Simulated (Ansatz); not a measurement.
# Electron scattering at the Σ3 (111) boundary in bcc Mo with Re (substitutional), part 2 of 2

Wanted: what the Σ3 (111) boundary in bcc Mo with Re (substitutional) costs an interconnect.

Ansatz 0.2.0; Ansatz plane-wave DFT, PBE, PAW files; relaxation of a bicrystal slab with its lowest layers held; PAW set soft_1 (the session's first sound run).

So far. Step 2 (Relaxing the bicrystal): The largest force component on a free atom ends at 0.025 eV/Å, under the tolerance of 0.03, after 8 steps.

### Step 3. Transmission across the boundary

Bulk layers of each grain are laid under and over the relaxed boundary, and a lead is named in the middle of each, away from the free faces. The mesh across the current, 16×16, is finer than the density's, because channels open and close sharply across the zone. Energies from -0.1 to 0.1 eV in steps of 0.05 eV are too few for the program's thermal sum, so it prints no conductance; for a metal the transmission near the Fermi level serves, at a fraction of the cost.

This step: Ansatz plane-wave DFT, PBE, PAW files; ballistic transport by layer matching (Landauer), zero bias; boundary relaxed in a short slab, bulk layers laid on; PAW set soft_1 (Ansatz 0.2.0).

System of this step: Σ3 (111) boundary in bcc Mo with Re (substitutional). The cell holds 47 atoms: 46 Mo and 1 Re. Cell: a = 4.451 Å, b = 4.451 Å, c = 50.158 Å, α = 90.0°, β = 90.0°, γ = 120.0°. It derives from Mo. Regions: lower grain, 19 atoms (19 Mo); boundary, 13 atoms (12 Mo and 1 Re); upper grain, 15 atoms (15 Mo). Vacuum lies along c.

input.yaml

```yaml
crystal:
  lattice:
    - [4.4505300808, 0.0, 0.0]
    - [-2.2252650404, 3.8542721103, 0.0]
    - [0.0, 0.0, 50.158167148]
  atoms:
    - { symbol: Mo, position: [-8.3333333333, -16.6666666667, 0.0797477306] }
    - { symbol: Mo, position: [-8.0, -16.0, 0.0978596493] }
    - { symbol: Mo, position: [-7.6666666667, -15.3333333333, 0.1159715681] }
    - { symbol: Mo, position: [-7.3333333333, -14.6666666667, 0.1340834869] }
    - { symbol: Mo, position: [-7.0, -14.0, 0.1521954056] }
    - { symbol: Mo, position: [-6.6666666667, -13.3333333333, 0.1703073244] }
    - { symbol: Mo, position: [-6.3333333333, -12.6666666667, 0.1884192431] }
    - { symbol: Mo, position: [-6.0, -12.0, 0.2065311619] }
    - { symbol: Mo, position: [-5.6666666667, -11.3333333333, 0.2246430807] }
    - { symbol: Mo, position: [-5.3333333333, -10.6666666667, 0.2427549994] }
    - { symbol: Mo, position: [-5.0, -10.0, 0.2608669182] }
    - { symbol: Mo, position: [-4.6666666667, -9.3333333333, 0.278978837] }
    - { symbol: Mo, position: [-4.3333333333, -8.6666666667, 0.2970907557] }
    - { symbol: Mo, position: [-4.0, -8.0, 0.3152026745] }
    - { symbol: Mo, position: [-3.6666666667, -7.3333333333, 0.3333145932] }
    - { symbol: Mo, position: [-3.3333333333, -6.6666666667, 0.351426512] }
    - { symbol: Mo, position: [-3.0, -6.0, 0.3695384308] }
    - { symbol: Mo, position: [-2.6666666667, -5.3333333333, 0.3876503495] }
    - { symbol: Mo, position: [-2.3333333333, -4.6666666667, 0.4057622683] }
    - { symbol: Mo, position: [0.0, 0.0, 0.423874187] }
    - { symbol: Mo, position: [0.3333333333, 0.6666666667, 0.4421914534] }
    - { symbol: Mo, position: [0.6666666667, 0.3333333333, 0.4606150007] }
    - { symbol: Mo, position: [0.0, 0.0, 0.4785027162] }
    - { symbol: Mo, position: [0.3333333333, 0.6666666667, 0.4974136271] }
    - { symbol: Mo, position: [0.6666666667, 0.3333333333, 0.5177718442] }
    - { symbol: Re, position: [0.0, 0.0, 0.5291119815] }
    - { symbol: Mo, position: [0.3333333333, 0.6666666667, 0.5549668274] }
    - { symbol: Mo, position: [0.0, 0.0, 0.5782983599] }
    - { symbol: Mo, position: [0.6666666667, 0.3333333333, 0.5935617263] }
    - { symbol: Mo, position: [0.3333333333, 0.6666666667, 0.6117283312] }
    - { symbol: Mo, position: [0.0, 0.0, 0.6308345882] }
    - { symbol: Mo, position: [0.6666666667, 0.3333333333, 0.648573488] }
    - { symbol: Mo, position: [-2.6666666667, -5.3333333333, 0.6666854068] }
    - { symbol: Mo, position: [-3.0, -6.0, 0.6847973255] }
    - { symbol: Mo, position: [-3.3333333333, -6.6666666667, 0.7029092443] }
    - { symbol: Mo, position: [-3.6666666667, -7.3333333333, 0.721021163] }
    - { symbol: Mo, position: [-4.0, -8.0, 0.7391330818] }
    - { symbol: Mo, position: [-4.3333333333, -8.6666666667, 0.7572450006] }
    - { symbol: Mo, position: [-4.6666666667, -9.3333333333, 0.7753569193] }
    - { symbol: Mo, position: [-5.0, -10.0, 0.7934688381] }
    - { symbol: Mo, position: [-5.3333333333, -10.6666666667, 0.8115807569] }
    - { symbol: Mo, position: [-5.6666666667, -11.3333333333, 0.8296926756] }
    - { symbol: Mo, position: [-6.0, -12.0, 0.8478045944] }
    - { symbol: Mo, position: [-6.3333333333, -12.6666666667, 0.8659165131] }
    - { symbol: Mo, position: [-6.6666666667, -13.3333333333, 0.8840284319] }
    - { symbol: Mo, position: [-7.0, -14.0, 0.9021403507] }
    - { symbol: Mo, position: [-7.3333333333, -14.6666666667, 0.9202522694] }
kpoints:
  mp_grid: { grid: [7, 7, 1] }
hamiltonian:
  xc: pbe
  pseudopotentials: { kind: paw, azcp: { folder: soft_1 } }
scf:
  occupations: { method: fermi_dirac, width: 0.1 }
output:
  transmission:
    leads: [[10, 11], [38, 39]]
    kmesh: [16, 16]
    e_range: [-0.1, 0.1]
    de: 0.05
  write_potential: true
  write_density: true
  volumetric_format: npy
  elf: true
```

Run with:

```console
> ansatz run input.yaml --threads 4 --pin off --max-ram 15360MiB --backend cpu --events-out ev --progress --plain --runs-dir out
```

Numbers of over 12 decimals in the logs are rounded to 6 here.

What it wrote:

```text
[...]
Crystal: 47 atoms, lattice volume = 860.391 Å³
Basis set: ecut = 420 eV, 16889 PW (Γ)
Bands: 396, of which v1, the nominal top of the filled ones, is band 330 counted from 1 (329 counted from 0)
Symmetry: 6 space group operations
[...]
k-points: 8 of 49 (time reversal used)
[...]
SCF iter   1: F=—  HF=-238874.171915 eV  |F-HF|=—  |Δ(HF+E_count)|=         —  Δρ=1.01e-1  dr2=5.60e2  ethr=3.10e-3  ⟨swp⟩=6.2  Hψ=11136  notcnv=0
[...]
SCF iter  13: F=-238839.583685 eV  HF=-238839.583685 eV  |F-HF|=3.54e-8  |Δ(HF+E_count)|=   7.70e-8  Δρ=1.41e-6  dr2=5.25e-8  ethr=1.52e-11  ⟨swp⟩=12.1  Hψ=9461  notcnv=0
SCF 1 converged in 13 iterations: F = -238839.583685 eV  dr2 = 5.25e-8
[...]
transmission: 198 of 1980 steps passed
transmission: 396 of 1980 steps passed
[...]
transmission: 1980 of 1980 steps passed
WARN: The output density's exchange-correlation potential varies sharply where the density is thin. Do not read a vacuum level from v_tot or v_xc, or from such a field of the output density. On a cell that repeats whose density bears no net charge and no dipole along the vacuum's axis use v_es (v_loc + v_h of the components); under efield.dipole_correction with no amplitude use v_es + v_field, which holds any externa [...]
SCF converged after 13 iterations
Free energy (F): -238839.583685 eV
[...]
Internal energy: -238838.524939 eV  (E = F + TS)
E sigma→0 (E₀):  -238839.054312 eV
Entropy (-TS):   -1.058747 eV (-22.527 meV/atom)
Fermi energy:    17.462945 eV
[...]
--- Band table (eV; the first three rows and the last of 8) ---
  k-point 0: bands = [... 326 lower, 17.0691, 17.0956, 17.3104, 17.7081, 17.8996, 17.9466, 18.3069, 18.5260, ... 62 higher]
  k-point 1: bands = [... 326 lower, 17.1406, 17.1590, 17.3687, 17.7425, 17.8885, 17.9378, 18.0357, 18.1442, ... 62 higher]
  k-point 2: bands = [... 326 lower, 17.3505, 17.3606, 17.4113, 17.4696, 17.4721, 17.5093, 17.6271, 17.6272, ... 62 higher]
  k-point 7: bands = [... 326 lower, 16.9473, 17.0379, 17.1893, 17.2771, 17.2781, 17.6808, 17.6841, 17.7325, ... 62 higher]
--- Transmission ---
  basis      : 151 plane waves across, 66 finite elements along
  points     : 30, standing for a mesh of 16 x 16
  energies   : 5 from -0.100000 to 0.100000 eV about the Fermi level, 0.050000 eV apart; the leads are filled to 0.000000 eV, and channels, transmission and decay are at 0.000000 eV
  crystal 0  : Mo3, at the sites [10, 11], period 2.7254 Å, over 18.17 Å; its Hamiltonian steps by up to 37.6 meV: too much for a lead, lay more layers or, if its atoms are ordered, name the step of that order
    offset         : up to 0.0000 Å between an atom of the period and one for which it stands
    channels       : 2.679688e0 a spin
    conductance    : none, the energies end too early or step too widely for 300 K: set another output.transmission.e_range or a lower de, or, where they end at an eighth of basis.ecutwfc, a higher one
    slowest decay  : 0.0675 /Å at (0.3125, 0.2500)
[...]
channels       : 2.679688e0 a spin
[...]
slowest decay  : 0.0659 /Å at (0.3125, 0.2500)
  junction   : crystal 0 to crystal 1, 12.87 to 36.86 Å
    transmission   : 1.254677e0 a spin
[...]
```

It took 5.9 min on 4 threads of Arm Neoverse V2, shared host; peak memory 6.9 GiB; 21 min of CPU time.

In the SCF lines HF is the Harris–Foulkes energy and dr2 the Hartree energy of the density residual, in eV; the loop may stop once dr2 is under the threshold and the program's other checks hold. Hψ counts applications of the Hamiltonian.

Numbers from this step:

```
free energy                                    : -238839.5837 eV
energy at zero smearing                        : -238839.0543 eV
Fermi energy                                   : 17.46 eV
cell area                                      : 17.15 Å²
transmission per spin nearest the Fermi level  : 1.255
open channels per spin nearest the Fermi level : 2.680
open channels per spin, upper lead             : 2.680
step of the lead's potential                   : 37.6 meV
step of the upper lead's potential             : 20.7 meV
```

Per spin. Table of transmission, zone mean by energy, zero at the Fermi level:

```csv
energy (eV),"transmission, zone mean"
-0.1000,1.31
-0.0500,1.23
0.0000,1.25
0.0500,1.26
0.1000,1.24
```

Per spin. Open channels, zone mean against energy, zero at the Fermi level:

```csv
energy (eV),lead,upper lead
-0.1000,2.73,2.77
-0.0500,2.68,2.68
0.0000,2.68,2.68
0.0500,2.66,2.66
0.1000,2.77,2.77
```

Transmission over k1 and k2. At 0.0000 eV from the Fermi level.

Ten even steps from '0' (0.00) to '9' (3.04):
```
6674114766630036
6798202897633033
3488322388430000
0123333333210030
3102333333201333
6422333333322466
6783333333333876
6698333333333896
6678333333333387
6664223333333224
3333102333333201
0030012333333321
3000034883223884
6330336798202897
6630036667411476
6663036666630366
```
Columns: k1 (b1) from -0.5 to 0.438; rows upwards: k2 (b2) from -0.5 to 0.438.

Open channels over k1 and k2. At 0.0000 eV from the Fermi level.

Ten even steps from '0' (0.00) to '9' (6.00):
```
6685115866650056
6898515898651015
3588533588530000
0155533355510010
3113333333311355
6553333333335566
6885333333335886
6698533333335896
6688533333333588
6665533333333355
3553113333333311
0010015553335551
3000035885335885
6510156898515898
6650056668511586
6663036666630366
```
Columns: k1 (b1) from -0.5 to 0.438; rows upwards: k2 (b2) from -0.5 to 0.438.

ELF in the ca plane at fractional y = 0.000, with atoms of Mo and Re within 0.2 Å of it. It is the smooth field of the valence electrons, not physical close to the nuclei.

Ten even steps from '0' (0.15) to '9' (0.71), each cell a mean:
```
98952259898222898952379895338889422798952259
78512215873131378523337852314884132378612215
22124421221353122124422223531221354122124421
33344443333444433334544444433333454333344443
44333333443333344323333442113443333344333333
33222222332222233212211221001322222233222222
34322223432222234222222331002432222233322223
44444444444444444333444443223444443344444444
22235532222454322235543334532222454222235532
45313313541242145313324532422552142145313312
99832238996122699832359983327997222599832238
75962269579323985963498696349669523885962269
```
Columns run along c (16.0 Å, from fractional 0.36 to 0.68 of the cell), rows up along a (4.5 Å). Atoms in or near the plane, at fractional coordinates: Mo at (0.37, 0.00), Mo at (0.42, 0.00), Mo at (0.48, 0.00), Re at (0.53, 0.00), Mo at (0.58, 0.00), Mo at (0.63, 0.00).

Valence density in the ca plane at fractional y = 0.000, with atoms of Mo and Re within 0.2 Å of it. It is the smooth field of the valence electrons, not physical close to the nuclei.

Ten even steps from '0' (0.2 e/Å³) to '9' (7.0 e/Å³), each cell a mean:
```
89610016983000389610038962014885100379610015
34200002431000134200013420001331000134200002
00000000000000000000000000000000000000000000
00000000000000000000000000000000000000000000
00000000000000000000000000000000000000000000
00000000000000000000000000000000000000000000
00000000000000000000000000000000000000000000
00000000000000000000000000000000000000000000
00000000000000000000000000000000000000000000
11100001110000011100001210000110000011100001
67410014762000257410026741003663000257410014
99720027994000499720149972015996100489720027
```
Columns run along c (16.0 Å, from fractional 0.36 to 0.68 of the cell), rows up along a (4.5 Å). Atoms in or near the plane, at fractional coordinates: Mo at (0.37, 0.00), Mo at (0.42, 0.00), Mo at (0.48, 0.00), Re at (0.53, 0.00), Mo at (0.58, 0.00), Mo at (0.63, 0.00).

Electrostatic potential energy in the ca plane at fractional y = 0.000, with atoms of Mo and Re within 0.2 Å of it. With pseudopotentials it is smooth inside the atoms' cores, unlike the true potential.

Ten even steps from '0' (-58 eV) to '9' (18 eV), each cell a mean:
```
00269962004898400268830015873002798410169962
43589985346999743589963358986436899743589985
88899998889999988899998889999888999988899998
99999999999999999999999999999999999999999999
99999999999999999999999999999999999999999999
99999999999999999999999999999999999999999999
99999999999999999999999999999999999999999999
99999999999999999999999999999999999999999999
99999999999999999999999999999999999999999999
66799997668999866789986578997667999866799997
21379973125898521379851136984114798521379973
00158951003897300158730015872002697300158851
```
Columns run along c (16.0 Å, from fractional 0.36 to 0.68 of the cell; values clipped at the 3rd and 97th percentile), rows up along a (4.5 Å). Atoms in or near the plane, at fractional coordinates: Mo at (0.37, 0.00), Mo at (0.42, 0.00), Mo at (0.48, 0.00), Re at (0.53, 0.00), Mo at (0.58, 0.00), Mo at (0.63, 0.00).

Over the solved energies the transmission per spin lies between 1.23 and 1.31, out of 2.70 channels of the lead on average (up to 2.77). The log calls the step of a lead's potential too much.

### Step 4. Specific resistance

This step: Ansatz plane-wave DFT, PBE, PAW files; ballistic transport by layer matching (Landauer), zero bias; specific resistance of the boundary; PAW set soft_1 (Ansatz 0.2.0).

This step gave:

| Item | Value |
| --- | --- |
| area resistance | 0.9398 fΩ m² |
| T over the leads' mean channel count | 0.4652 |

Averaged over the energies near the Fermi level, 46.5 % of the channels pass, which makes 0.940 fΩ m².

By hand, with T and the leads' channels N averaged over the energies near the Fermi level: RA = A (h/2e²)(1/T − ½[1/N₁ + 1/N₂]) = 17.15×10⁻²⁰ m² × 12 906 Ω × (1/1.260 − ½[1/2.703 + 1/2.713]) = 0.940 fΩ m².

### Step 5. What came out

| Property | Result |
| --- | --- |
| specific resistance of the boundary | 0.940 fΩ m² |
| share of channels that pass | 0.465 |

The boundary has a specific resistance of 0.94 fΩ m². The boundary reflects 53 % of the channels; 0.94 fΩ m² is 9.4×10⁻¹² Ω·cm². That equals the resistance of 17 nm of bulk Mo at 300 K (measured 5.52 µΩ cm, CRC Handbook of Chemistry and Physics, 84th ed., 2003, Electrical Resistivity of Pure Metals). One Re in 17.2 Å² of boundary is a high coverage. Each plane of this narrow cell holds one atom, so the solute fills a whole plane. One starting structure was relaxed; another shift or atom count at the boundary may lie lower. Spin-orbit coupling is left out, which matters for Re. A lead's potential steps by up to 38 meV from period to period, which the log calls too much, so longer leads could move the result.

[Logs are printed without paths, hosts, clocks, repeated set-up lines and the standing remarks that a program may print on its own settings, such as how far it seeks lower states.]

[Hosts, paths, dates, database ids (printed as entryN), source tags and the programs' standing remarks are cut or masked in the printed files.]
